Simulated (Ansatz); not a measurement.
Input file for Ansatz (a first-principles code):

Ansatz 0.2 input:
```yaml
crystal:
  lattice:
    - [2.0811751529, 1.2015670348, 3.4973536065]
    - [-2.0811751529, 1.2015670348, 3.4973536065]
    - [0.0, -2.4031340696, 3.4973536065]
  atoms:
    - { symbol: Ge, position: [0.2376189045, 0.2376189045, 0.2376189045] }
    - { symbol: Te, position: [0.7623810955, 0.7623810955, 0.7623810955] }
kpoints:
  mp_grid: { grid: [6, 6, 6] }
hamiltonian:
  xc: hse06
  pseudopotentials: { kind: paw }
scf:
  n_extra_bands: 6
  occupations: { method: fixed }
output:
  eigenvalues: true
  eigenstates:
    e_range: [-9.0, 8.6]
    kpoints:
      - [0.177083, 0.177083, 0.355469]  # VBM
      - [0.0, 0.0, 0.5]  # CBM
      - [0.0, 0.0, 0.0]  # GAMMA
      - [0.5, 0.5, 0.5]  # T
      - [0.5, 0.0, 0.0]  # L
      - [0.5, 0.0, 0.5]  # F
      - [0.3726788874, -0.3726788874, 0.0]  # S_0
      - [0.6273211126, 0.0, 0.3726788874]  # S_2
      - [0.5, -0.2453577748, 0.2453577748]  # H_0
      - [0.7546422252, 0.2453577748, 0.5]  # H_2
```

Output (shortened):

```
Pseudopotentials: kind: paw
Pseudopotential: Ge, paw, valence charge 14
Pseudopotential: Te, paw, valence charge 16
Functional definition: HSE06
davidson cushion auto → on  (no smearing: the cushion is to keep the highest requested band from converging to the state above it …
Crystal: 2 atoms, lattice volume = 52.474 Å³
Basis set: ecut = 420 eV, 1001 PW (Γ)
Bands: 21, of which v1, the nominal top of the filled ones, is band 15 counted from 1 (14 counted from 0)
Symmetry: 6 space group operations
Space group: R3m (ITA 160), of the structure as read, at distance tolerance 3.7e-5 Å
k-points: 32 of 216 (time reversal used)
PAW frozen core: Ge, regenerated for the run's functional, and the local potential with it
PAW frozen core: Te, regenerated for the run's functional, and the local potential with it
Initial wavefunctions: pseudopotential atomic-orbital guess
Eigensolver: davidson
Functional: x = pbe(κ = 0.804, μ = 0.2195149727645171), c = pbe(β = 0.06672455060314922), warm-up for x = pbe(κ = 0.804, μ = 0.2195149727645171) + 0.25 (exact …
SCF iter   1: F=—  HF=-11275.096660 eV  |F-HF|=—  |Δ(HF+E_count)|=         —  Δρ=1.47e-3  dr2=9.30e-4  ethr=1.77e-3  ⟨swp⟩=11.0  Hψ=3189  notcnv=0
preconditioner: auto → none
iter 2 solved again at ethr=2.88e-7 eV; its pass at ethr=3.10e-6 eV (dr2=8.65e-5 eV) is discarded
SCF iter   2: F=—  HF=-11275.096960 eV  |F-HF|=—  |Δ(HF+E_count)|=   3.00e-4  Δρ=5.51e-4  dr2=8.64e-5  ethr=2.88e-7  ⟨swp⟩=2.1  Hψ=3856  notcnv=0
SCF iter   3: F=-11275.097080 eV  HF=-11275.097063 eV  |F-HF|=1.68e-5  |Δ(HF+E_count)|=   1.02e-4  Δρ=2.43e-4  dr2=1.75e-5  ethr=2.88e-7  ⟨swp⟩=3.0  Hψ=1801  notcnv=0
SCF 1 stopped early in 3 iterations: F = -11275.097080 eV  dr2 = 1.75e-5
Crystal: 2 atoms, lattice volume = 52.474 Å³
Initial density: handed on by an earlier stage of this run
Initial wavefunctions: those handed on with the density
Functional: x = pbe(κ = 0.804, μ = 0.2195149727645171) + 0.25 (exact − pbe) at short range (hse, ω = 0.20786987370883472 Å⁻¹), c = pbe(β = 0.06672455060314922); HSE06 as pw.x's `hse` composes it (authors' and Libxc's form: `xc: wpbeh`)
Exchange kernel: α = 0.2500, screened, ω = 0.2079 Å⁻¹, Wigner–Seitz truncation, v(0) = 1046.7906 eV·Å³, q-mesh 6×6×6, nearest image of the exchange supercell L …
Frozen-core exchange: fock
SCF iter   1: F=—  HF=-11280.285146 eV  |F-HF|=—  |Δ(HF+E_count)|=         —  Δρ=8.06e-3  dr2=1.85e-2  ethr=5.83e-7  ⟨swp⟩=7.1  Hψ=3556  notcnv=0
preconditioner: auto → none
SCF iter   2: F=—  HF=-11280.272349 eV  |F-HF|=—  |Δ(HF+E_count)|=   1.28e-2  Δρ=2.17e-3  dr2=1.95e-3  ethr=5.83e-7  ⟨swp⟩=4.1  Hψ=2711  notcnv=0
SCF iter   3: F=—  HF=-11280.278494 eV  |F-HF|=—  |Δ(HF+E_count)|=   6.15e-3  Δρ=1.60e-3  dr2=7.48e-4  ethr=5.83e-7  ⟨swp⟩=4.0  Hψ=2473  notcnv=0
SCF iter   4: F=—  HF=-11280.278259 eV  |F-HF|=—  |Δ(HF+E_count)|=   2.35e-4  Δρ=4.79e-4  dr2=6.24e-5  ethr=5.83e-7  ⟨swp⟩=3.0  Hψ=1970  notcnv=0
SCF iter   5: F=—  HF=-11280.278342 eV  |F-HF|=—  |Δ(HF+E_count)|=   8.23e-5  Δρ=1.66e-4  dr2=2.49e-5  ethr=1.62e-7  ⟨swp⟩=3.1  Hψ=1742  notcnv=0
SCF iter   6: F=-11280.278333 eV  HF=-11280.278336 eV  |F-HF|=2.22e-6  |Δ(HF+E_count)|=   6.07e-6  Δρ=4.11e-5  dr2=4.77e-6  ethr=7.39e-8  ⟨swp⟩=3.0  Hψ=1806  notcnv=0
SCF 2 stopped early in 6 iterations: F = -11280.278333 eV  dr2 = 4.77e-6
hybrid outer 1: dexx = +7.148e-3 eV, tail = 8.01e-5 eV
Crystal: 2 atoms, lattice volume = 52.474 Å³
Exchange kernel: α = 0.2500, screened, ω = 0.2079 Å⁻¹, Wigner–Seitz truncation, v(0) = 1046.7906 eV·Å³, q-mesh 6×6×6, nearest image of the exchange supercell L …
Frozen-core exchange: fock
SCF iter   1: F=—  HF=-11280.278343 eV  |F-HF|=—  |Δ(HF+E_count)|=         —  Δρ=4.43e-5  dr2=8.03e-7  ethr=1.33e-6  ⟨swp⟩=2.1  Hψ=1506  notcnv=0
preconditioner: auto → none
SCF iter   2: F=—  HF=-11280.278343 eV  |F-HF|=—  |Δ(HF+E_count)|=   8.77e-7  Δρ=2.43e-5  dr2=2.86e-7  ethr=2.23e-9  ⟨swp⟩=4.2  Hψ=2558  notcnv=0
SCF iter   3: F=-11280.278343 eV  HF=-11280.278343 eV  |F-HF|=2.59e-9  |Δ(HF+E_count)|=   7.77e-8  Δρ=1.10e-5  dr2=3.55e-8  ethr=7.33e-10  ⟨swp⟩=3.0  Hψ=1664  notcnv=0
SCF 3 converged in 3 iterations: F = -11280.278343 eV  dr2 = 3.55e-8
hybrid outer 2: dexx = +7.692e-7 eV, tail = 1.00e-7 eV, Δε = 3.85e-3 eV (about 2.44e-4 eV left of the loop's levels)
NSCF: frozen V_eff on 10 k-points
hybrid SCF converged: 2 outer / 9 inner (+3 warm-up), last move |dexx| = 7.69e-7 eV, tail = 1.00e-7 eV
Stability not checked (fock_operator)
Free energy (F): -11280.278343 eV
Frozen-core exchange: fock
Harris-Foulkes:  -11280.278343 eV  (|F-HF|=2.59e-9)
Internal energy: -11280.278343 eV  (E = F + TS)
E sigma→0 (E₀):  -11280.278343 eV
Fermi energy:    9.579828 eV
--- Per-component energies (eV) ---
  E_band       = -452.993795
  E_kinetic    = 289.113002
  E_local      = -3473.985398  (includes V_loc(G=0)·N_el)
  E_nonlocal   = 102.812231
  E_hartree    = 1777.660809
  E_xc         = -161.238794
  E_vxc        = -135.884993  (∫ρ·V_xc dr)
  E_exx        = -99.317049  (= α·E_x^exact, valence–valence)
  E_paw        = -6621.698950  (= ΣΔE_a)
  E_vpaw       = -591.732609  (= ΣTr[D̂ρ^β])
  E_aug_tail   = 0.000143  (compensation charges beyond the density's cutoff)
  E_ewald      = -3093.078254
  E_core_change = -0.546083  (= ΣΔE_core)
  E_smearing   =  0.000000  (= −TS)
  E_closure    = 0.000000  (closes the sum)
  Σ components = -11280.278343   (vs F -11280.278343, Δ=0.00e0)
  [band-id]    e_kinetic+e_local+e_nonlocal+2·e_hartree+e_vxc+2·e_exx+e_vpaw+e_augmentation_tail = -452.990104   (vs E_band -452.993795, Δ=3.69e-3)
--- Band table (eV; the first three rows and the last of 32) ---
  k-point 0: bands = ["-30.0160", "-30.0160", "-30.0025", "-30.0025", "-29.9946", "-18.6730", "-18.6730", "-18.6595", "-18.6595", "-18.6542", "-5.2936", "4.6083", "7.4458", "7.5123", "7.5123", "13.1632", "13.6483", "13.6483", "15.7579", "15.7579", "15.9674"]
  k-point 1: bands = ["-30.0160", "-30.0154", "-30.0024", "-30.0023", "-29.9942", "-18.6738", "-18.6731", "-18.6595", "-18.6595", "-18.6537", "-4.9627", "3.0805", "7.4150", "7.4806", "8.3735", "12.3850", "12.6404", "12.8025", "15.4350", "16.0690", "16.2143"]
  k-point 2: bands = ["-30.0160", "-30.0144", "-30.0023", "-30.0019", "-29.9933", "-18.6754", "-18.6736", "-18.6594", "-18.6591", "-18.6527", "-4.0397", "0.7177", "7.4797", "7.5207", "9.1112", "10.9701", "11.2056", "11.3189", "16.8891", "17.7770", "18.1116"]
  k-point 31: bands = ["-30.0164", "-30.0164", "-30.0004", "-30.0004", "-29.9938", "-18.6758", "-18.6758", "-18.6577", "-18.6577", "-18.6538", "-3.4914", "-0.4461", "7.8440", "7.8440", "9.4794", "10.3921", "10.3921", "10.9965", "18.7255", "20.5693", "20.5693"]…
  band table: 21 of 21 bands, residual norms ≤ 1.0e-3 eV
```

Cost: around 3 core-minutes (rough) on shared cores.

The points marked VBM and CBM come from a semilocal run.

The cell was relaxed with PBEsol under the symmetry of its start. Scalar-relativistic: spin–orbit coupling is off unless named, which matters more the heavier the elements.

Potentials: the later of the program's two PAW sets.

Ansatz is a plane-wave DFT program.
